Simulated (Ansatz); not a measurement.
Ti2C:

```
Ti C
1.0
     1.54070    0.88952    4.81377
    -1.54070    0.88952    4.81377
     0.00000   -1.77905    4.81377
Ti C
2 1
Cartesian
  0.0000 0.0000 10.8960
  0.0000 0.0000 3.5453
  0.0000 0.0000 7.2207
```

The cell comes from a database or a generator and needn't be the stable form of this composition.

Base run:

| Quantity | Value |
| --- | --- |
| Program | Ansatz 0.2.0 |
| Functional | PBEsol |
| Potentials or basis | all-electron LAPW, scalar-relativistic |
| Cutoff | 297 eV |
| Density cutoff | 1189 eV |
| Basis error allowed | 0.002 eV/atom |
| k mesh | 10 × 10 × 10 |
| Occupations | fermi-dirac, width 0.05 eV |
| Spin | no spin polarisation |

Its results: pressure -4.7 GPa; largest force 0.188 eV/Å.

Question: After a change of settings the same cell gave: pressure -9.2 GPa; largest force 0.369 eV/Å. Which change was it?
A. k mesh from 10 × 10 × 10 to 6 × 6 × 6; occupations from fermi-dirac, width 0.05 eV to fermi-dirac, width 0.03 eV
B. potentials or basis from all-electron LAPW, scalar-relativistic to all-electron LAPW, non-relativistic
C. basis error allowed from 0.002 eV/atom to 0.001 eV/atom
D. functional from PBEsol to LDA

Answer: D.

LDA binds more tightly than PBEsol, so the same cell stands under less pressure.

Not every run made on this cell is shown here.
